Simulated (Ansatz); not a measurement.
# AgCl: response to strain

Aim: deform AgCl (equal xx and yy strain of -1 %) and compute stress, forces and field gradients with LAPW, PAW and all-electron datasets made for the crystal.

Method: DFT PBE, scalar-relativistic, in Ansatz 0.2.0.

**1. The starting structure**

The structure is cubic, space group Pm-3m (No. 221). Conventional cell: a = 3.434 Å, b = 3.434 Å, c = 3.434 Å, α = 90.00°, β = 90.00°, γ = 90.00°. Ag (site symmetry m-3m) has 8 Cl at 2.97 Å as nearest neighbours. Around Cl (site symmetry m-3m) lie 8 Ag at 2.97 Å.

Coordinates:

```
Ag Cl
1.0
     3.43397    0.00000    0.00000
     0.00000    3.43397    0.00000
     0.00000    0.00000    3.43397
Ag Cl
1 1
Cartesian
  0.0000 0.0000 0.0000
  1.7170 1.7170 1.7170
```

Atoms are numbered in the order of the input: Ag1, Cl2.

**2. The deformed structure**

Space group Pm-3m before, P4/mmm after.

**3. Full-potential LAPW**

The input, input.yaml:

```yaml
crystal:
  lattice:
    - [3.39963327, 0.0, 0.0]
    - [0.0, 3.39963327, 0.0]
    - [0.0, 0.0, 3.433973]
  atoms:
    - { symbol: Ag, position: [0.0, 0.0, 0.0] }
    - { symbol: Cl, position: [0.5, 0.5, 0.5] }
kpoints:
  mp_grid: { grid: [9, 9, 9] }
  band_path:
    path:
      - [0.0, 0.0, 0.0]
      - [0.0, 0.5, 0.0]
      - [0.5, 0.5, 0.0]
      - [0.0, 0.0, 0.0]
      - [0.0, 0.0, 0.5]
      - [0.0, 0.5, 0.5]
      - [0.5, 0.5, 0.5]
      - [0.0, 0.0, 0.5]
      - [0.0, 0.5, 0.0]
    npoints: 5
scf:
  occupations: { method: fermi_dirac, width: 0.01 }
hamiltonian:
  xc: pbe
  pseudopotentials: { kind: all_electron, lapw: { basis_error: 0.001 } }
output:
  forces: true
  stress: true
  eigenvalues: true
```

Run with:

```sh
$ ansatz run input.yaml --threads 1 --pin off --max-ram 3072MiB --backend cpu --events-out ev --progress --plain --runs-dir out
```

**4. Frozen-core PAW**

The input, input.yaml:

```yaml
crystal:
  lattice:
    - [3.39963327, 0.0, 0.0]
    - [0.0, 3.39963327, 0.0]
    - [0.0, 0.0, 3.433973]
  atoms:
    - { symbol: Ag, position: [0.0, 0.0, 0.0] }
    - { symbol: Cl, position: [0.5, 0.5, 0.5] }
kpoints:
  mp_grid: { grid: [9, 9, 9] }
scf:
  occupations: { method: fermi_dirac, width: 0.01 }
hamiltonian:
  xc: pbe
  pseudopotentials: { kind: paw }
output:
  forces: true
  stress: true
  eigenvalues: true
  efg: { contact_densities: true }
  write_density: true
  write_potential: true
  elf: true
  volumetric_format: npy
```

**5. Datasets made for this crystal**

input.yaml: that of step 4 with these lines changed.

```diff
@@ -14,3 +14,3 @@
   xc: pbe
-  pseudopotentials: { kind: paw }
+  pseudopotentials: { kind: all_electron, datasets: crystal }
 output:
@@ -20,5 +20 @@
   efg: { contact_densities: true }
-  write_density: true
-  write_potential: true
-  elf: true
-  volumetric_format: npy
```

(Steps that only read results are left out.)

Before running it: what results should come out? Wanted: pressure; largest shear or deviatoric stress.

**Answer**, as computed:

```
                                 quantity                                           value
                                 pressure  LAPW 0.87, PAW 0.87, crystal datasets 0.87 GPa
largest shear or deviatoric stress (LAPW)                                        0.33 GPa
```

What this shows: The largest part of the stress beyond the pressure is 0.33 GPa in size, in the zz component; the atoms are carried along and not relaxed. No run of the undeformed cell stands beside it, so the pressure holds what the given cell had before the change. PAW: stress within 0.01 GPa of LAPW. Crystal datasets: stress within 0.01 GPa of LAPW.
